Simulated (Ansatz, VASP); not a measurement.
This is a calculation of WC (Qusongite) for Ansatz 0.2.0. 

Contents of input.yaml:

```yaml
crystal:
  lattice:
    - [2.9065, 0.0, 0.0]
    - [-1.45325, 2.5171028361, 0.0]
    - [0.0, 0.0, 2.8366]
  atoms:
    - { symbol: W, position: [0.0, 0.0, 0.0] }
    - { symbol: C, position: [0.6666666667, 0.3333333333, 0.5] }
hamiltonian:
  xc: pbe
  pseudopotentials: { kind: paw }
kpoints:
  mp_grid: { grid: [10, 10, 9] }
scf:
  occupations: { method: gaussian, width: 0.03 }
output:
  forces: true
  stress: true
  eigenvalues: true
  write_density: true
  write_potential: true
  elf: true
  volumetric_format: npy
```

Potentials or basis: Ansatz PAW.

Launch:

```sh
$ ansatz run input.yaml --threads 2 --pin off --max-ram 5632MiB --backend cpu --events-out ev --progress --plain --runs-dir out
```

Task: What does the same run look like in VASP 6.6.1? Potentials or basis there: PBE PAW files C, W_sv, 520 eV.

Result: As run (cutoffs and basis follow the program's own potentials, and thresholds, step limits or extra output files can differ):

File INCAR:

```
PREC = Accurate ; ENCUT = 520
EDIFF = 1E-7 ; ISMEAR = 0
SIGMA = 0.03 ; LREAL = F
LASPH = T ; NELM = 100
ALGO = Normal ; ISIF = 2
LWAVE = F ; LCHARG = F
GGA = PE ; NBANDS = 16
```

Contents of KPOINTS:

```
Automatic mesh
0
Gamma
  10 10 9
```

POSCAR

```
WC
1.0
    2.9065000000      0.0000000000      0.0000000000
   -1.4532500000      2.5171028361      0.0000000000
    0.0000000000      0.0000000000      2.8366000000
W C
1 1
Direct
    0.0000000000      0.0000000000      0.0000000000
    0.6666666667      0.3333333333      0.5000000000
```

Potentials or basis: VASP PAW PBE potentials, release 64 (W_sv, C).

Command:

```console
$ cat potpaw_PBE.64/W_sv/POTCAR potpaw_PBE.64/C/POTCAR > POTCAR
$ mpirun -np 1 vasp_std > vasp.out
```

Both were run:

|  | Ansatz | VASP |
| --- | --- | --- |
| Pressure | 5.6 GPa | 6.7 GPa |

Ansatz's pressure holds a Pulay term of +0.31 GPa for its cutoff of 420 eV, which the other run lacks.

Where Ansatz's input types no cutoff or centring, it takes its own default and a Γ-centred mesh.

Pressure is positive in compression.
